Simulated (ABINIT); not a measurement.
# BP in ABINIT: the effect of functional

Crystal: BP.

```
P B
1.0
     0.00000    2.26900    2.26900
     2.26900    0.00000    2.26900
     2.26900    2.26900    0.00000
P B
1 1
Direct
  0.75000 0.75000 0.75000
  0.00000 0.00000 0.00000
```

Alike in all runs:

| Quantity | Value |
| --- | --- |
| Program | ABINIT 10.8.3 (patched build) |
| Task | single point |
| Potentials or basis | JTH PAW PBE v2.0 |
| Cutoff | 653 eV |
| k mesh | 10 × 10 × 10 |
| Occupations | fermi-dirac, width 0.05 eV |
| Spin | no spin polarisation |

| functional | gap on the mesh (eV) | pressure (GPa) |
| --- | --- | --- |
| LDA | ? | ? |
| PBEsol | 1.13 | -1.7 |
| RPBE | 1.25 | 3.7 |
| BLYP | 1.53 | 6.1 |
| AM05 | 1.15 | -2.0 |
| r2SCAN | 1.45 | -0.4 |
| SCAN | 1.55 | -1.6 |
| revPBE | 1.25 | 3.1 |
| PW91 | 1.28 | 1.0 |
| WC | 1.16 | -1.7 |

Task: What does the run with functional LDA give?

Result: gap on the mesh 1.20 eV; pressure -4.5 GPa.

Caveats: the PAW data sets were made with another functional, which shifts forces and pressure a little.

A k mesh can miss the band edges.

Runs at the PBE level aren't shown here.
